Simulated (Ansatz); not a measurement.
## Formation energy of PbS in the zincblende structure

Level of theory: DFT, r²SCAN, scalar-relativistic, no spin polarisation; plane waves to 500 eV with PAW datasets (Ansatz 0.2.0), Γ-centred 6×6×6 mesh, 0.05 eV Gaussian smearing; PAW files: Ansatz's generated set soft_2.

The start was a prototype's sites filled with these elements. The Crystallography Open Database lists the compound in space groups C2/m, Fm-3m (rock salt), so this is a trial structure.

The structure is cubic, space group F-43m (No. 216). The conventional cell has a = 6.602 Å, b = 6.602 Å, c = 6.602 Å, α = 90.00°, β = 90.00°, γ = 90.00°. Pb (site symmetry -43m) is surrounded by 4 S at 2.86 Å. S (site symmetry -43m) has 4 Pb at 2.86 Å as nearest neighbours. (Shells end 15 % past the nearest neighbour.)

The elements were computed in their standard states with the same datasets, cutoff and functional. Total energies depend on the potentials used, so only differences within one code and one set of settings carry meaning.

Energy of the relaxed cell (2 atoms, smearing extrapolated to zero): -12827.504 eV. Elements, in eV/atom: Pb -11920.859, S -905.816.

Problem. What is the formation energy?

Solution. [-12827.504 − (1 × -11920.859 + 1 × -905.816)] / 2 = -0.41 eV/atom, or -40 kJ per mole of atoms.

The value is for 0 K, without zero-point energy. Uncorrected semilocal values for oxides, chalcogenides and halides often miss by tenths of an eV an atom. A negative value shows stability against the elements alone, not against other compounds or structures.

Bader charges against formal ones: Pb +1.03 (+2), S −1.03 (−2). The cations give up 51 % of the formal charge; Bader charges stay under formal ones because the anions' density reaches into the cations' basins, the more so the higher the formal charge and the softer the anion.

For elements this heavy, spin–orbit coupling would shift levels and gaps; it isn't included here.
